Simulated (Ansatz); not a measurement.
## Zone-centre phonons of InP at 30 GPa: input and output

Method: Ansatz, DFT PBE, scalar-relativistic, plane waves, PAW.

Launched with:
```bash
ansatz run input.yaml --threads 1 --pin off --max-ram 3072MiB --backend cpu --events-out ev --progress --plain --runs-dir out
```

Input (bare energies are in eV):
```yaml
crystal:
  lattice:
    - [0.0, 2.5634810397, 2.5634810397]
    - [2.5634810397, 0.0, 2.5634810397]
    - [2.5634810397, 2.5634810397, 0.0]
  atoms:
    - { symbol: In, position: [0.0, 0.0, 0.0] }
    - { symbol: P, position: [0.5, 0.5, 0.5] }
basis:
  ecutwfc: 420
kpoints:
  mp_grid: { grid: [14, 14, 14] }
hamiltonian:
  xc: pbe
scf:
  occupations: { method: fermi_dirac, width: 0.15 }
output:
  eigenvalues: true
phonons:
  method: dfpt
  eigenvectors: true
```

Results section of the output:
```
--- Phonons (Γ-DFPT): 2 representative perturbations + reference, on 244 of 2744 k-points (Σ response iterations 6) ---
  k mesh reduced under 8 symmetry operations, with k and −k counted as one. Each operation leaves every solved perturbation unchanged. A smaller set is not used because it would not reduce the number of displacements ...
  ASR residual: 5.320e-6 → 0.000e0 eV/Å²; symmetrization residual: 7.591e-6 eV/Å²
  ASR residual per site (eV/Å²): 5.32e-6 3.80e-7
  Γ frequencies (cm⁻¹): 0.00 0.00 0.00 284.86 284.86 284.86
  non-analytic LO–TO correction: not included (Born effective charges unavailable; polar crystals: no LO–TO splitting at Γ)
```

It took 30 s on 1 thread of Intel(R) Xeon(R) Processor @ 2.70GHz, on a shared host, peak memory 0.67 GiB.

In a metal, frequencies and elastic constants depend on the k mesh and the smearing, soft modes and shear constants most. Other phases may be more stable at this pressure.

This rock-salt form isn't the usual stable structure of the compound at low pressure.